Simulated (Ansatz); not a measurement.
# BN (CsCl type): the cost of one run

Program: Ansatz 0.2.0. Level of theory: DFT, PBE, PAW with Ansatz's default frozen-core files, scalar-relativistic. These are calculated values, not measurements.

### 1 The structure to begin with

It takes space group Pm-3m (No. 221, cubic). The conventional cell has a = 2.714 Å, b = 2.714 Å, c = 2.714 Å, α = 90.00°, β = 90.00°, γ = 90.00°. B (site symmetry m-3m) has 8 N at 2.35 Å as nearest neighbours. N (site symmetry m-3m) has 8 B at 2.35 Å as nearest neighbours.

As a file:

```cif
data_structure
_symmetry_space_group_name_H-M 'P 1'
_symmetry_Int_Tables_number 1
_cell_length_a 2.7144
_cell_length_b 2.7144
_cell_length_c 2.7144
_cell_angle_alpha 90.000
_cell_angle_beta 90.000
_cell_angle_gamma 90.000
_cell_volume 20.00
loop_
_atom_site_label
_atom_site_type_symbol
_atom_site_fract_x
_atom_site_fract_y
_atom_site_fract_z
_atom_site_occupancy
B1 B 0.00000 0.00000 0.00000 1
N1 N 0.50000 0.50000 0.50000 1
```

Whether this phase is the stable one at these pressures isn't tested.

Atoms are numbered in the order of the input: B1, N2.

### 2 Cell relaxed at zero pressure, PAW

Contents of input.yaml:

```yaml
crystal:
  lattice:
    - [2.7144176166, 0.0, 0.0]
    - [0.0, 2.7144176166, 0.0]
    - [0.0, 0.0, 2.7144176166]
  atoms:
    - { symbol: B, position: [0.0, 0.0, 0.0] }
    - { symbol: "N", position: [0.5, 0.5, 0.5] }
kpoints:
  mp_grid: { grid: [14, 14, 14] }
scf:
  occupations: { method: fermi_dirac, width: 0.05 }
hamiltonian:
  xc: pbe
  pseudopotentials: { kind: paw }
output:
  forces: true
  stress: true
  write_density: true
  write_potential: true
  elf: true
  volumetric_format: npy
relax:
  f_tol: 0.005
  max_steps: 40
  cell: {}
```

Command:

```bash
ansatz run input.yaml --threads 1 --pin off --max-ram 2048MiB --backend cpu --events-out ev --progress --plain --runs-dir out
```

Q: Estimate wall time and peak memory on 1 thread of Arm Neoverse V1, shared host.

About 11 s, with a peak of 0.3 GiB.
